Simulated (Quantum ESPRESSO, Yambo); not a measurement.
Planning a run of Yambo 5.3.0 on NaCl (Fm-3m). The input:

```
HF_and_locXC
gw0
dyson
ppa
em1d
rim_cut
RandQpts= 1000000
RandGvec= 1 RL
EXXRLvcs= 76 Ry
VXCRLvcs= 304 Ry
Chimod= "HARTREE"
% BndsRnXp
 1 | 108 |
%
NGsBlkXp= 12 Ry
% LongDrXp
 1 | 1 | 1 |
%
% GbndRnge
 1 | 108 |
%
DysSolver= "n"
ExtendOut
PPAPntXp= 27.21138 eV
% QPkrange
 1 | 8 | 6 | 12 |
%
GfnQPdb= "E < ./gw1/ndb.QP"
XfnQPdb= "E < ./gw1/ndb.QP"
```

The database entry behind the starting cell differs from later determinations by our own check (an axis about 0.4 % short against later determinations), so it need not match the best structure at ambient conditions.

```sh
OMP_NUM_THREADS=1 mpirun -n 4 yambo -F gw5.in -J gw5 -C gw5 > gw5.log
```

The stored states that it reads are on a 4×4×4 mesh. Symmetry: Fm-3m, No. 225, cubic system. Conventional cell: a = 5.620 Å, b = 5.620 Å, c = 5.620 Å, α = 90.00°, β = 90.00°, γ = 90.00°. Nearest to Na lie 6 Cl at 2.81 Å. Cl has 6 Na at 2.81 Å nearest. Farther neighbours and most contacts between anions are not listed.

**Question.** Estimate wall time and host memory on 4 MPI ranks of Arm Neoverse V1, shared host.

It took 4 min; on shared hardware allow 2 min to 7.9 min. Peak host memory was 1.5 GiB.

The screening grows as filled bands × empty bands × pairs of k points, times the square of the screening basis for the matrix.

[Paths, hosts, dates, memory and timing lines, banners, echoed tables and standing remarks are left out of the program output.]

[Logs are printed without paths, hosts, clocks, repeated set-up lines and the standing remarks that a program may print on its own settings, such as how far it seeks lower states.]

[Runs of the session that timed out or met a known fault of the program may be left out.]

[Hosts, paths, dates, database ids (printed as entryN), source tags and the programs' standing remarks are cut or masked in the printed files.]
